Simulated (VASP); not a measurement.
**W: relaxation of the atoms with PBE**

Crystal: W.

```xyz
1
Lattice="-1.5743 1.5743 1.5743 1.5743 -1.5743 1.5743 1.5743 1.5743 -1.5743" Properties=species:S:1:pos:R:3 pbc="T T T"
W     0.0000    0.0000    0.0000
```

The cell isn't the ideal one: a relaxed cell with its volume scaled by 0.98.

```
Program                : VASP 6.6.1
Task                   : relaxation of the atoms
Functional             : PBE
Potentials or basis    : VASP PAW PBE potentials, release 64 (W)
Cutoff                 : 300 eV
k mesh                 : 8 × 8 × 8
Occupations            : methfessel-paxton, width 0.1 eV
Spin                   : no spin polarisation
Further INCAR settings : ALGO = Fast; EDIFF = 1e-07; IBRION = 2; EDIFFG = -0.01; NSW = 40
```

```
Pressure after relaxing : 6.8 GPa
Band gap on the k mesh  : none (metal or under the smearing width)
```

Final structure:
```xyz
1
Lattice="-1.5743 1.5743 1.5743 1.5743 -1.5743 1.5743 1.5743 1.5743 -1.5743" Properties=species:S:1:pos:R:3 pbc="T T T"
W     0.0000    0.0000    0.0000
```

Levels at points of the mesh, in eV from the Fermi level:
| k point | band 1 | band 2 | band 3 | band 4 | band 5 | band 6 |
| --- | --- | --- | --- | --- | --- | --- |
| (0.00, 0.00, 0.00) | -9.25 | -0.82 | -0.82 | -0.82 | 2.72 | 2.72 |
| (0.50, 0.00, 0.00) | -5.91 | -3.19 | 1.20 | 2.62 | 3.62 | 6.69 |
| (0.50, 0.50, 0.50) | -5.49 | -5.49 | 5.69 | 5.69 | 5.69 | 8.96 |

It used 2.5 s of CPU time on 1 thread of Intel(R) Xeon(R) Platinum 8488C (Sapphire Rapids), with other jobs on the host, which was overloaded at the time.

Caveat: the relaxation stopped at its first step, so nothing moved. The run has no spin-orbit coupling, so splittings on W are missing.
